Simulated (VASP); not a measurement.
## NbP: single point with PBE

Crystal: NbP.

```xyz
4
Lattice="-1.6749 1.6749 5.7401 1.6749 -1.6749 5.7401 1.6749 1.6749 -5.7401" Properties=species:S:1:pos:R:3 pbc="T T T"
Nb    0.0000    0.0000    8.6088
Nb    1.6749    0.0000    5.7387
P     0.0000    0.0000    3.8200
P     1.6749    0.0000    0.9500
```

The cell is a database's computed one.

```json
{
 "Program": "VASP 6.6.1",
 "Task": "single point",
 "Functional": "PBE",
 "Potentials or basis": "VASP PAW PBE potentials, release 64 (Nb_sv, P)",
 "Cutoff": "350 eV",
 "k mesh": "12 × 12 × 12",
 "Occupations": "gaussian, width 0.1 eV",
 "Spin": "no spin polarisation",
 "Further INCAR settings": "ALGO = Normal; EDIFF = 1e-07; NBANDS = 26"
}
```

```
Pressure               : -1.7 GPa
Largest force          : 0.015 eV/Å
Band gap on the k mesh : none (metal or under the smearing width)
```

Forces in eV/Å, atoms in the order of the input:
```
Nb   0.000  0.000  0.015
Nb   0.000  0.000  0.015
P    0.000  0.000 -0.015
P    0.000  0.000 -0.015
```

Stress tensor (GPa, compression positive):
```
-1.65  0.00  0.00
 0.00 -1.65  0.00
 0.00  0.00 -1.93
```

Levels at points of the mesh, in eV from the Fermi level:
| k point | band 16 | band 17 | band 18 | band 19 | band 20 | band 21 |
| --- | --- | --- | --- | --- | --- | --- |
| (0.00, 0.00, 0.00) | -1.70 | -1.35 | -1.35 | 0.84 | 1.60 | 2.65 |
| (0.50, 0.00, 0.00) | -1.86 | -1.50 | -0.12 | 0.08 | 1.31 | 2.44 |
| (0.50, 0.50, 0.00) | -2.84 | -0.42 | -0.42 | 2.96 | 2.96 | 3.06 |
| (0.50, 0.50, 0.50) | -2.65 | -0.52 | -0.52 | 1.19 | 1.19 | 2.30 |

It took 5.1 min on 1 thread of Intel(R) Xeon(R) Platinum 8259CL CPU @ 2.50GHz (Skylake/Cascade Lake) (shared host), peak memory 0.31 GiB.

Caveat: the cutoff is under 1.25 times the usual one of these potentials, so pressure, stress and relaxed cells hold a basis-set (Pulay) error.
